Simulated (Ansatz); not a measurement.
Computed with Ansatz on PBE0-D4/def2-TZVP structures; ΔE is electronic, products minus reactants. CCSD(T)/CBS is the MP2 limit (def2-TZVPP, def2-QZVPP) plus CCSD(T) − MP2 in def2-TZVPP, frozen cores. This one scheme is used for every species. DFT in def2-TZVPP. Each species was taken in one conformer, which may not be the lowest.

Consider the ligand exchange at the Si–O bond: `CC(C)(C)O[Si]Cl` + CH₃OH → `CO[Si]Cl` + `CC(C)(C)O`.

Q: Is it downhill or uphill in electronic energy at CCSD(T)/CBS, and by how much? (Best estimate.)

A: Ansatz gave: Downhill: ΔE = -1.0 kcal/mol.

Q: What do these levels give: revPBE-D4, r2SCANh-D4, r2SCAN0-D4, CAM-B3LYP-D4, ωB97X-V, PBE-QIDH, PBE, r2SCAN0, CCSD/def2-SVP, CCSD(T)/def2-SVP, CCSD(T)/def2-TZVPP, SCS-MP2/def2-QZVPP? (Estimate.)

A: Ansatz gave: revPBE-D4 -0.4, r2SCANh-D4 -1.3, r2SCAN0-D4 -1.3, CAM-B3LYP-D4 -0.8, ωB97X-V -1.2, PBE-QIDH -1.6, PBE -2.5, r2SCAN0 -1.9, CCSD/def2-SVP -1.0, CCSD(T)/def2-SVP -0.7, CCSD(T)/def2-TZVPP -1.0, SCS-MP2/def2-QZVPP -1.1 kcal/mol.

Largest T1 diagnostic among the species: 0.014.

Leaving LDA and LC-ωPBE aside and taking each functional with its dispersion term where it has one, the values, not all of them listed here, spread over 1.8 kcal/mol, from B2PLYP to BLYP-D4. In def2-TZVPP, CCSD(T) changes the Hartree–Fock value by +1.5 kcal/mol (the triples alone add +0.3 kcal/mol) and MP2 by +1.8 kcal/mol.
